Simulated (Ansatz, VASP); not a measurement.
## Pd: VASP beside Ansatz

```xyz
1
Lattice="0.0000 1.9068 1.9068 1.9068 0.0000 1.9068 1.9068 1.9068 0.0000" Properties=species:S:1:pos:R:3 pbc="T T T"
Pd    0.0000    0.0000    0.0000
```

Alike in both runs: task single point; functional revPBE; dispersion D3(BJ); k mesh 12 × 12 × 12; occupations fermi-dirac, width 0.05 eV; no spin polarisation.

|  | VASP | Ansatz |
| --- | --- | --- |
| version | VASP 6.6.1 | Ansatz 0.2.0 |
| potentials or method | VASP PAW PBE potentials, release 64 (Pd) | Ansatz PAW |
| plane-wave cutoff (eV) | 520 | 420 |
| valence electrons in the cell | 10 | 18 |

VASP gave:

| Quantity | Value |
| --- | --- |
| gap on the k mesh at the Fermi level (eV) | none |
| pressure (GPa) | 8.5 |
| dispersion energy (meV/atom) | -1360.9 |

Estimate Ansatz's values.

gap on the k mesh at the Fermi level (eV): none; pressure (GPa): 8.9; dispersion energy (meV/atom): -1361.1.

A gap of «none» marks a metal or a gap that the smearing closes. The two sets of potentials don't hold the same shells in valence.

Caveats: pairwise dispersion overbinds metals, which lowers pressure and volume; the PAW data sets were made with another functional, which shifts forces and pressure a little (VASP); the PAW data sets come from PBE, with cores solved anew for the run's functional, which leaves a small shift of forces and pressure (Ansatz).
